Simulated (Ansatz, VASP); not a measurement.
## W3C2: VASP beside Ansatz

Contents of INCAR:

```
SYSTEM = W3C2
  PREC = Accurate
  ENCUT = 520
  EDIFF = 1E-7
  ISMEAR = 0
  SIGMA = 0.1
  LREAL = .False.
  LASPH = .True.
  NELM = 100
  ALGO = Normal
  ISIF = 2
  LWAVE = .False.
  LCHARG = .False.
  GGA = PE
  NBANDS = 33
```

File KPOINTS:

```
Automatic mesh
0
Gamma
  6 6 4
  0 0 0
```

The input POSCAR:

```
W3C2
1.0
    3.5791675554      0.0000000000      0.0000000000
   -1.7895837777      3.0996500274      0.0000000000
    0.0000000000      0.0000000000      5.5686033286
W C
3 2
Direct
    0.0000000000      0.0000000000      0.0000000000
    0.3333333333      0.6666666667      0.6450000000
    0.6666666667      0.3333333333      0.3550000000
    0.3333333333      0.6666666667      0.2450000000
    0.6666666667      0.3333333333      0.7550000000
```

Input for Ansatz:

```yaml
crystal:
  lattice:
    - [3.5791675554, 0.0, 0.0]
    - [-1.7895837777, 3.0996500274, 0.0]
    - [0.0, 0.0, 5.5686033286]
  atoms:
    - { symbol: W, position: [0.0, 0.0, 0.0] }
    - { symbol: W, position: [0.3333333333, 0.6666666667, 0.645] }
    - { symbol: W, position: [0.6666666667, 0.3333333333, 0.355] }
    - { symbol: C, position: [0.3333333333, 0.6666666667, 0.245] }
    - { symbol: C, position: [0.6666666667, 0.3333333333, 0.755] }
basis:
  ecutwfc: 420
kpoints:
  mp_grid: { grid: [6, 6, 4] }
hamiltonian:
  xc: pbe
scf:
  occupations: { method: gaussian, width: 0.1 }
  lower_state_search: "off"
output:
  forces: true
  stress: true
  eigenvalues: true
```

Alike in both runs: task single point; functional PBE; k mesh 6 × 6 × 4; occupations gaussian, width 0.1 eV; no spin polarisation.

|  | VASP | Ansatz |
| --- | --- | --- |
| version | VASP 6.6.1 | Ansatz 0.2.0 |
| potentials or method | VASP PAW PBE potentials, release 64 (W_sv, C) | scalar-relativistic, plane waves, PAW |
| plane-wave cutoff (eV) | 520 | 420 |
| valence electrons in the cell | 50 | 50 |

```csv
,VASP,Ansatz,Ansatz less VASP
gap on the k mesh at the Fermi level (eV),none,none,-
pressure (GPa),-1.1,-2.1,-0.94
largest component of the traceless stress (GPa),12.29,12.27,-0.019
rms of the force components (eV/Å),0.848,0.834,-0.0141
```

Atom by atom the forces differ by 0.017 eV/Å (rms over components). A gap of «none» marks a metal or a gap that the smearing closes. With one functional, cell and mesh, what is left measures potentials, basis and numerics.

Caveats: forces of over 1 eV/Å show positions far from the minimum, so gaps and moduli don't describe the material at rest. Spin-orbit coupling is left out, which matters for the levels of W.
